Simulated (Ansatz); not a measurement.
# GaAgSe2: the cost of one run

Method: reference: DFT PBE, plane waves, PAW, scalar-relativistic, no spin polarisation, in Ansatz 0.2.0.

### 1 Starting point

The structure is tetragonal, space group I-42d (No. 122). The conventional cell has a = 5.946 Å, b = 5.946 Å, c = 10.800 Å, α = 90.00°, β = 90.00°, γ = 90.00°. Around Ag (site symmetry -4) lie 4 Se at 2.64 Å. Around Ga (site symmetry -4) lie 4 Se at 2.37 Å. Around Se (site symmetry 2) lie 2 Ga at 2.37 Å and 2 Ag at 2.64 Å.

As a file:

```cif
data_structure
_symmetry_space_group_name_H-M 'P 1'
_symmetry_Int_Tables_number 1
_cell_length_a 5.9463
_cell_length_b 5.9463
_cell_length_c 6.8438
_cell_angle_alpha 64.251
_cell_angle_beta 64.251
_cell_angle_gamma 90.000
_cell_volume 190.93
loop_
_atom_site_label
_atom_site_type_symbol
_atom_site_fract_x
_atom_site_fract_y
_atom_site_fract_z
_atom_site_occupancy
Ag1 Ag 0.00000 0.00000 0.00000 1
Ag2 Ag 0.75000 0.25000 0.50000 1
Ga1 Ga 0.50000 0.50000 0.00000 1
Ga2 Ga 0.25000 0.75000 0.50000 1
Se1 Se 0.37500 0.41330 0.75000 1
Se2 Se 0.58670 0.12500 0.25000 1
Se3 Se 0.87500 0.83670 0.75000 1
Se4 Se 0.16330 0.62500 0.25000 1
```

### 2 Baseline

File input.yaml:

```yaml
crystal:
  lattice:
    - [0.0, 5.946291, 0.0]
    - [5.946291, 0.0, 0.0]
    - [2.973146, 2.973146, -5.399901]
  atoms:
    - { symbol: Ag, position: [0.0, 0.0, 0.0] }
    - { symbol: Ag, position: [0.75, 0.25, 0.5] }
    - { symbol: Ga, position: [0.5, 0.5, 0.0] }
    - { symbol: Ga, position: [0.25, 0.75, 0.5] }
    - { symbol: Se, position: [0.375, 0.4133, 0.75] }
    - { symbol: Se, position: [0.5867, 0.125, 0.25] }
    - { symbol: Se, position: [0.875, 0.8367, 0.75] }
    - { symbol: Se, position: [0.1633, 0.625, 0.25] }
  symmetry: { tolerance: 0.0003 }
kpoints:
  mp_grid: { grid: [4, 4, 4], shift: [0, 0, 0] }
magnetization:
  spin_polarized: false
scf:
  occupations: { method: fermi_dirac }
hamiltonian:
  pseudopotentials: { kind: paw }
  xc: pbe
basis:
  ecutwfc: 420
output:
  forces: true
  stress: true
  eigenvalues: true
```

Launch:

```bash
ansatz run input.yaml --threads 1 --pin off --max-ram 2560MiB --backend cpu --events-out ev --progress --plain --runs-dir out
```

What time and memory should one allow on 1 thread of Arm Neoverse V1, shared host?

About 16 s, with a peak of 0.48 GiB.
